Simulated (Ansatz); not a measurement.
PbO2 under changes of volume

One of the cells (13.151 Å³/atom); the others are scaled copies at fixed shape and fractional positions:

```
CELL_PARAMETERS angstrom
0.00000 2.70199 2.70199
2.70199 0.00000 2.70199
2.70199 2.70199 0.00000
ATOMIC_POSITIONS crystal
Pb 0.00000 0.00000 0.00000
O 0.75000 0.75000 0.75000
O 0.25000 0.25000 0.25000
```

The cell comes from a database or a generator and needn't be the stable form of this composition.

- Program: Ansatz 0.2.0
- Functional: r2SCAN
- Potentials or basis: Ansatz PAW
- Cutoff: 500 eV (not typed: the program's choice for these potentials)
- k mesh: 9 × 9 × 9
- Occupations: fermi-dirac, width 0.05 eV
- Spin: no spin polarisation

```csv
volume (Å³/atom),energy over the lowest point (meV/atom),pressure (GPa)
12.362,?,?
12.625,0.00,-1.0
12.888,4.22,-4.0
13.151,13.01,-6.7
13.414,25.95,-9.1
13.677,42.60,-11.2
13.940,62.50,-13.0
```

Q: What does the run at 12.362 Å³/atom give?

A: Energy over the lowest point 0.86 meV/atom; pressure 2.4 GPa.

Worked out: A Birch-Murnaghan fit of order 3 (a polynomial in V^(-2/3)) to the other rows has its minimum at 12.54 Å³/atom, just outside them, with B0 = V·E''(V) = 155 GPa and B' = 4.4. It gives 0.96 meV/atom at 12.362 Å³/atom, against the run's 0.86, and -dE/dV = 2.3 GPa, against 2.4.

Energies are extrapolated to zero smearing.

Caveats: the PAW data sets come from PBE, with cores solved anew for the run's functional, which leaves a small shift of forces and pressure.
